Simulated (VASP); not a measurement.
# InPd (P1) in VASP: elastic constants with r2SCAN

Aim: the elastic constants of InPd with r2SCAN.

Program: VASP 6.6.1. These are calculated values, not measurements. Logs are shortened: lines on timing, memory, paths and dates and some standing lists are left out, and cuts for length are marked.

### 1 The cell of the first run

The typed cell holds 2 atoms: a = 3.272 Å, b = 3.272 Å, c = 3.272 Å, α = 90.00°, β = 90.00°, γ = 90.00°.

The cell comes from a database or a generator and needn't be the stable form of this composition.

### 2 Elastic constants, r2SCAN (all atoms moved at random, sigma 0.05 Å a component)

The input, POSCAR:

```
InPd
1.0
    3.2718847800      0.0000000000      0.0000000000
    0.0000000000      3.2718847800      0.0000000000
    0.0000000000      0.0000000000      3.2718847800
In Pd
1 1
Direct
    0.0030778300      0.0016571500      0.0060647600
    0.4969221700      0.4983428500      0.4939352400
```

The input, INCAR.step1:

```
SYSTEM = InPd
PREC = Accurate ; ENCUT = 600
EDIFF = 1E-8 ; ISMEAR = 1
SIGMA = 0.1 ; LREAL = .FALSE.
LASPH = .TRUE. ; NELM = 60
ALGO = Normal ; ISIF = 3
LWAVE = .FALSE. ; LCHARG = .FALSE.
METAGGA = R2SCAN ; LMIXTAU = .TRUE.
IBRION = 2 ; NSW = 40
EDIFFG = -0.002
```

The input, INCAR.step2:

```
SYSTEM = InPd
PREC = Accurate ; ENCUT = 600
EDIFF = 1E-8 ; ISMEAR = 1
SIGMA = 0.1 ; LREAL = .FALSE.
LASPH = .TRUE. ; NELM = 60
ALGO = Normal ; ISIF = 3
LWAVE = .FALSE. ; LCHARG = .FALSE.
METAGGA = R2SCAN ; LMIXTAU = .TRUE.
IBRION = 6 ; NFREE = 2
POTIM = 0.015 ; NSW = 1
```

The input, KPOINTS:

```
Automatic mesh
0
G
  5 5 5
  0 0 0
```

Potentials or basis: VASP PAW PBE potentials, release 64 (In_d, Pd).

Run with:

```
$ cat potpaw_PBE.64/In_d/POTCAR potpaw_PBE.64/Pd/POTCAR > POTCAR
$ cp INCAR.step1 INCAR
$ mpirun -np 1 vasp_std > vasp.out
$ cp CONTCAR POSCAR
$ cp INCAR.step2 INCAR
$ mpirun -np 1 vasp_std > vasp.out
```

OUTCAR:

```text
SYSTEM = InPd
   PREC = Accurate
   ENCUT = 600
   EDIFF = 1E-8
   ISMEAR = 1
   LREAL = .FALSE.
   LASPH = .TRUE.
   NELM = 60
   ISIF = 3
   METAGGA = R2SCAN
   IBRION = 6
   NFREE = 2
   POTIM = 0.015
   NSW = 1

 ion  position               nearest neighbor table
   1  1.000  0.000  1.000-   2 2.82   2 2.82   2 2.83   2 2.83   2 2.86   2 2.86   2 2.86   2 2.86

   2  0.500  0.500  0.500-   1 2.82   1 2.82   1 2.83   1 2.83   1 2.86   1 2.86   1 2.86   1 2.86

  LATTYP: Found a triclinic cell.
 ALAT       =     3.2789843709
 B/A-ratio  =     1.4009567799
 C/A-ratio  =     1.7430023039
 COS(alpha) =     0.0017604297
 COS(beta)  =     0.5857166159
 COS(gamma) =     0.7004668837

  Lattice vectors:

 A1 = (  -0.0306090252,  -0.0036263632,  -3.2788394962)
 A2 = (   3.2482832002,  -0.0071402272,  -3.2482035513)
 A3 = (  -3.3060894674,  -3.2797773292,  -3.3131899834)

Analysis of symmetry for initial positions (statically):
=====================================================================
 Subroutine PRICEL returns:
 Original cell was already a primitive cell.

 Routine SETGRP: Setting up the symmetry group for a
 triclinic supercell.

 Subroutine GETGRP returns: Found  1 space group operations
 (whereof  1 operations were pure point group operations)
 out of a pool of  2 trial point group operations.

The static configuration has the point symmetry C_1 .

Analysis of symmetry for dynamics (positions and initial velocities):
=====================================================================
 Subroutine PRICEL returns:
 Original cell was already a primitive cell.

 Routine SETGRP: Setting up the symmetry group for a
 triclinic supercell.

 Subroutine GETGRP returns: Found  1 space group operations
[... 771 lines left out ...]
      2      -5.0038      2.00000
      3      -4.9268      2.00000
      4      -4.8479      2.00000
      5      -4.8385      2.00000
      6       2.9320      2.00000
      7       5.4769      2.00000
      8       6.6512      2.00000
      9       7.1499      2.00000
     10       7.2121      2.00000
     11       7.7544      2.00000
     12       9.5184      2.00000
     13      14.9233      0.00000
     14      18.2206      0.00000
     15      19.3920      0.00000

 [... further k-points ...]

------------------------ aborting loop because EDIFF is reached ----------------------------------------

  FORCE on cell =-STRESS in cart. coord.  units (eV):
  Direction    XX          YY          ZZ          XY          YZ          ZX
  --------------------------------------------------------------------------------------
  -------------------------------------------------------------------------------------
  Total        0.0069341      0.0068325      0.0058782     -0.0007183     -0.0013821      0.0000753
  in kB        0.3151109      0.3104912      0.2671245     -0.0326417     -0.0628061      0.0034230
  external PRESSURE =       0.2975755 kB  Pullay stress =       0.0000000 kB
[... 17 lines left out ...]
  FREE ENERGIE OF THE ION-ELECTRON SYSTEM (eV)
  ---------------------------------------------------
  free  energy   TOTEN  =       -46.6361181178 eV

  energy  without entropy=      -46.6366213166  energy(sigma->0) =      -46.63628585

 INTERNAL STRAIN TENSORS FROM STRAINED CELLS
 ============================================

 INTERNAL STRAIN TENSOR FOR ION    1 for displacements in x,y,z  (eV/Angst):
          X           Y           Z          XY          YZ          ZX
  --------------------------------------------------------------------------------
  x    -0.00253    -0.00407    -0.00405     0.00111    -0.00008    -0.00031
  y     0.00105     0.00066     0.00103    -0.00363     0.00005    -0.00010
  z    -0.00037    -0.00017    -0.00009    -0.00021     0.00105    -0.00415

 INTERNAL STRAIN TENSORS FROM DISPLACED ATOMS
 ============================================

 INTERNAL STRAIN TENSOR FOR ION    1 for displacements in x,y,z  (eV/Angst):
          X           Y           Z          XY          YZ          ZX
  --------------------------------------------------------------------------------
  x    -0.01569    -0.01813    -0.01790     0.00087    -0.00010    -0.00073
  y    -0.00950    -0.00977    -0.00968    -0.00331     0.00024    -0.00001
  z    -0.00391    -0.00362    -0.00318    -0.00010     0.00083    -0.00291

 INTERNAL STRAIN TENSOR FOR ION    2 for displacements in x,y,z  (eV/Angst):
          X           Y           Z          XY          YZ          ZX
  --------------------------------------------------------------------------------
  x     0.01765     0.02017     0.02085    -0.00089     0.00009     0.00072
  y     0.00342     0.00352     0.00357     0.00352    -0.00021    -0.00011
  z     0.00445     0.00427     0.00349     0.00004    -0.00073     0.00288

 Eigenvectors and eigenvalues of the dynamical matrix
 ----------------------------------------------------

   1 f  =    4.428746 THz    27.826634 2PiTHz  147.727077 cm-1    18.315815 meV
             X         Y         Z           dx          dy          dz
      3.309421  0.000134  3.309465     0.483478    0.121947   -0.483254
      1.653125  1.639868  1.656605    -0.501601   -0.125390    0.500518
[... 21 lines left out ...]
   6 f/i=    0.009152 THz     0.057502 2PiTHz    0.305267 cm-1     0.037848 meV
             X         Y         Z           dx          dy          dz
      3.309421  0.000134  3.309465    -0.073776   -0.573564   -0.427066
      1.653125  1.639868  1.656605    -0.072108   -0.554778   -0.412574

--------------------------------------------------------------------------------------------------------

 ELASTIC MODULI CONTR FROM IONIC RELAXATION (kBar)
 Direction    XX          YY          ZZ          XY          YZ          ZX
 --------------------------------------------------------------------------------
 XX          -0.0043     -0.0048     -0.0048     -0.0001      0.0001     -0.0004
 YY          -0.0048     -0.0053     -0.0053     -0.0001      0.0001     -0.0004
 ZZ          -0.0048     -0.0053     -0.0054     -0.0001      0.0001     -0.0004
 XY          -0.0001     -0.0001     -0.0001     -0.0001      0.0000      0.0000
 YZ           0.0001      0.0001      0.0001      0.0000     -0.0000      0.0000
 ZX          -0.0004     -0.0004     -0.0004      0.0000      0.0000     -0.0001
 --------------------------------------------------------------------------------

 TOTAL ELASTIC MODULI (kBar)
 Direction    XX          YY          ZZ          XY          YZ          ZX
 --------------------------------------------------------------------------------
 XX        1970.6089    999.2564    995.0896     -4.5448      2.0943    -56.0404
 YY         999.2564   1972.1538    999.2728     -5.7564      4.7711    -55.4907
 ZZ         995.0896    999.2728   1970.7832     -2.6625      4.6564    -59.9664
 XY          -4.5448     -5.7564     -2.6625    369.8293    116.1211    -69.6892
 YZ           2.0943      4.7711      4.6564    116.1211    369.3114     73.3631
 ZX         -56.0404    -55.4907    -59.9664    -69.6892     73.3631    399.8752
 --------------------------------------------------------------------------------
```

OUTCAR.step1:

```text
SYSTEM = InPd
   PREC = Accurate
   ENCUT = 600
   EDIFF = 1E-8
   ISMEAR = 1
   LREAL = .FALSE.
   LASPH = .TRUE.
   NELM = 60
[... 836 lines left out ...]
  -------------------------------------------------------------------------------------
  Total        0.0033699      0.0032276      0.0037125     -0.0006548     -0.0014945     -0.0009815
  in kB        0.1531383      0.1466757      0.1687115     -0.0297580     -0.0679148     -0.0446025
  external PRESSURE =       0.1561751 kB  Pullay stress =       0.0000000 kB
[... 17 lines left out ...]
  FREE ENERGIE OF THE ION-ELECTRON SYSTEM (eV)
  ---------------------------------------------------
  free  energy   TOTEN  =       -46.6364502109 eV

  energy  without entropy=      -46.6369549478  energy(sigma->0) =      -46.63661846

 reached required accuracy - stopping structural energy minimisation
```

OSZICAR.step1:

```text
N       E                     dE             d eps       ncg     rms          rms(c)
DAV:   1     0.134374475086E+03    0.13437E+03   -0.12771E+04  1904   0.228E+03
DAV:   2    -0.432262672479E+02   -0.17760E+03   -0.17297E+03  1988   0.445E+02
[... 309 lines left out ...]
DAV:   5    -0.466364499837E+02   -0.22722E-06   -0.18025E-07  2163   0.452E-03    0.391E-03
DAV:   6    -0.466364501667E+02   -0.18295E-06   -0.20424E-07  2079   0.532E-03    0.795E-04
DAV:   7    -0.466364502380E+02   -0.71350E-07   -0.16182E-07  2072   0.335E-03    0.471E-04
DAV:   8    -0.466364502275E+02    0.10545E-07   -0.15641E-08  1751   0.126E-03    0.270E-04
DAV:   9    -0.466364502107E+02    0.16841E-07   -0.51575E-09  1071   0.759E-04    0.454E-05
DAV:  10    -0.466364502109E+02   -0.29013E-09   -0.16515E-09  1036   0.484E-04
  24 F= -.46636450E+02 E0= -.46636618E+02  d E =-.137328E-05
```

It took 58 min on 1 thread of Intel Xeon Platinum 8488C (Sapphire Rapids), shared host; peak memory 0.23 GiB.

Results:

```
Relaxed volume                                          : 17.63 Å³/atom
Relaxed cell                                            : a = 3.279 Å, b = 3.280 Å, c = 3.279 Å, α = 89.87°, β = 88.93°, γ = 90.12°
Space group after relaxing (to 0.05 Å)                  : Cmmm (No. 65)
Voigt bulk modulus                                      : 132 GPa
Highest phonon frequency at Γ, LO-TO splitting left out : 148 cm⁻¹
```

Step by step:
| step | energy change (eV) | largest force (eV/Å) | pressure (GPa) | volume (Å³) |
| --- | --- | --- | --- | --- |
| 1 | 0.0000 | 0.1845 | 0.96 | 35.03 |
| 2 | -0.0023 | 0.1019 | -1.09 | 35.56 |
| 3 | -0.0025 | 0.1196 | -0.63 | 35.44 |
| 4 | -0.0044 | 0.0521 | -0.23 | 35.32 |
| 5 | -0.0049 | 0.0017 | 0.09 | 35.23 |
| 6 | -0.0049 | 0.0009 | 0.11 | 35.22 |
| 7 | -0.0051 | 0.0098 | -0.07 | 35.27 |
| 8 | -0.0051 | 0.0294 | -0.48 | 35.39 |
| 9 | -0.0052 | 0.0199 | -0.28 | 35.33 |
| 10 | -0.0053 | 0.0216 | -0.26 | 35.33 |
| 11 | -0.0054 | 0.0269 | -0.22 | 35.32 |
| 12 | -0.0054 | 0.0286 | -0.20 | 35.31 |
| 13 | -0.0055 | 0.0279 | -0.10 | 35.29 |
| 14 | -0.0056 | 0.0268 | 0.04 | 35.25 |
| 15 | -0.0056 | 0.0248 | 0.35 | 35.17 |
| 16 | -0.0056 | 0.0261 | 0.15 | 35.22 |
| 17 | -0.0058 | 0.0231 | 0.09 | 35.24 |
| 18 | -0.0059 | 0.0157 | -0.03 | 35.27 |
| 19 | -0.0059 | 0.0128 | -0.01 | 35.27 |
| 20 | -0.0059 | 0.0092 | 0.01 | 35.26 |
| 21 | -0.0059 | 0.0079 | 0.02 | 35.25 |
| 22 | -0.0059 | 0.0054 | 0.00 | 35.26 |
| 23 | -0.0059 | 0.0012 | -0.02 | 35.27 |
| 24 | -0.0059 | 0.0006 | 0.02 | 35.26 |

Final structure:
```
In Pd
1.0
     3.27889   -0.00351    0.03064
    -0.00341    3.27966    0.00371
     0.03061    0.00363    3.27884
In Pd
1 1
Direct
  0.99998 0.00001 0.00000
  0.50002 0.49999 0.50000
```

Phonon frequencies in cm⁻¹ (negative: imaginary):
| q point | frequencies |
| --- | --- |
| (0.000, 0.000, 0.000) | 0 0 0 128 138 148 |

Elastic tensor in Voigt notation (GPa, in the Cartesian axes of the cell as first typed):
```
197 100 100   0  -6   0
100 197 100   0  -6  -1
100 100 197   0  -6   0
  0   0   0  37   7  12
 -6  -6  -6   7  40  -7
  0  -1   0  12  -7  37
```

Clamped-ion elastic tensor (GPa):
```
197 100 100   0  -6   0
100 197 100   0  -6  -1
100 100 197   0  -6   0
  0   0   0  37   7  12
 -6  -6  -6   7  40  -7
  0  -1   0  12  -7  37
```

Caveat: the k mesh is coarse (spacing up to 0.38 Å⁻¹), so the values aren't converged; the PAW data sets were made with another functional, which shifts forces and pressure a little.
